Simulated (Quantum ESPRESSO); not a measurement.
GaAs:

```xyz
2
Lattice="0.0000 2.8268 2.8268 2.8268 0.0000 2.8268 2.8268 2.8268 0.0000" Properties=species:S:1:pos:R:3 pbc="T T T"
As    4.2403    4.2403    4.2403
Ga    0.0000    0.0000    0.0000
```

Program: Quantum ESPRESSO 7.5. Alike in all runs: task dielectric tensor; no spin polarisation; cell as given; k mesh 6 × 6 × 6, shifted; smearing fermi-dirac 0.05 eV.

Problem. Order these runs on this cell by their pressure, lowest first.
A. level WC; potentials or basis PseudoDojo 0.4.1 SR PBE standard; cutoff (eV) 1143
B. level BLYP; potentials or basis PseudoDojo 0.4.1 SR PBE standard; cutoff (eV) 1143
C. level LDA; potentials or basis PseudoDojo 0.4.1 SR LDA standard; cutoff (eV) 1088; form of the LDA correlation PW92
D. level PBE; potentials or basis PseudoDojo 0.4.1 SR PBE standard; cutoff (eV) 1143

Solution. C (-2.1 GPa), A (0.4 GPa), D (3.4 GPa), B (6.4 GPa).

Caveats: the potentials were made for another functional, which shifts forces and pressure (some runs); the cell is more than 3 GPa from zero pressure, which shifts response properties (some runs).
